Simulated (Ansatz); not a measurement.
## W: the change of phonon heat capacity and phonon entropy with temperature

All results are calculated (Ansatz 0.2.0). Harmonic vibrational free energy, entropy and heat capacity at constant volume, per atom, from the force constants of a q mesh, imaginary modes left out; plane waves with PAW datasets, Gamma-centred k mesh.

Structure of every row (space group Im-3m, No. 229):
```
cell vectors (Å)
  -1.5812     1.5812     1.5812
   1.5812    -1.5812     1.5812
   1.5812     1.5812    -1.5812
atoms (fractions of the cell vectors)
W   0.00000  0.00000  0.00000
```

Settings of every row: functional PBE; dispersion none; spin none; wave cutoff 420 eV; k mesh 20x20x20; occupations fermi dirac; smearing width 0.15 eV; volume over rest 0.98; phonon method linear response; q mesh 2x2x2.

Limits: coarse q mesh; levels loosely converged; metal sensitive to the k mesh; the cell was measured well above room temperature; no spin-orbit coupling, which can matter with elements this heavy.

| row | temperature (K) | phonon heat capacity (kB/atom) | phonon entropy (kB/atom) | phonon free energy (meV/atom) |
| --- | --- | --- | --- | --- |
| 1 | 200 | 2.681 | 2.861 | 8.2 |
| 2 | 300 | 2.852 | 3.987 | -21.6 |
| 3 | 400 | 2.915 | 4.818 | -59.7 |
| 4 | 500 | 2.945 | 5.472 | -104.1 |
| 5 | 600 | 2.962 | 6.01 | -153.7 |
| 6 | 700 | 2.972 | 6.468 | -207.5 |
| 7 | 800 | ? | ? | ? |
| 8 | 900 | 2.983 | 7.216 | -325.7 |
| 9 | 1000 | 2.986 | 7.53 | -389.2 |

Question: what phonon heat capacity and phonon entropy should row 7 give?

Worked fit of phonon heat capacity. At high temperature a harmonic heat capacity falls short of its limit by a term in 1/T², so take t = (100 K / T)². The shown rows have t = 0.25, 0.11111, 0.0625, 0.04, 0.02778, 0.02041, 0.01235, 0.01. Least squares give phonon heat capacity = 2.9998 − 1.3789 × t + 0.415 × t² kB/atom; a straight line predicts inner rows, each left out in turn, worse (root mean square 0.0024 against 0.00039 kB/atom). All shown rows lie on it to the printed digit. The constant, 2.9998 kB/atom, is to be held against the harmonic limit of 3 k_B an atom. The withheld row has t = 0.01562, so the fit gives 2.9998 − 1.3789 × (0.01562) + 0.415 × (0.01562)² = 2.978 kB/atom.

The calculation gave 2.978 kB/atom. The fit meets it to the printed digit.

Worked fit of phonon entropy. Entropy rises as the heat capacity times the change of ln T, so take t = ln(T / 300 K). The shown rows have t = -0.4055, 0, 0.2877, 0.5108, 0.6931, 0.8473, 1.0986, 1.204. Least squares give phonon entropy = 3.9963 + 2.84405 × t + 0.07895 × t² kB/atom; a straight line predicts inner rows, each left out in turn, worse (root mean square 0.02 against 0.0067 kB/atom). The rows lie off it by 0.005, -0.009, -0.003, 0.002, 0.005, 0.005, 0.000, -0.005 (root mean square 0.0049 kB/atom), a smooth pattern that one more power would take up: the form is only approximate. The slope at t = 0, 2.84 kB/atom, estimates the heat capacity at 300 K. The withheld row has t = 0.9808, so the fit gives 3.9963 + 2.84405 × (0.9808) + 0.07895 × (0.9808)² = 6.862 kB/atom.

The calculation gave 6.865 kB/atom. The fit lies 0.003 kB/atom (0.064 % of the column's range) below it; its largest miss of a shown row is 0.009 kB/atom.

The other values of row 7: phonon free energy -265 meV/atom.
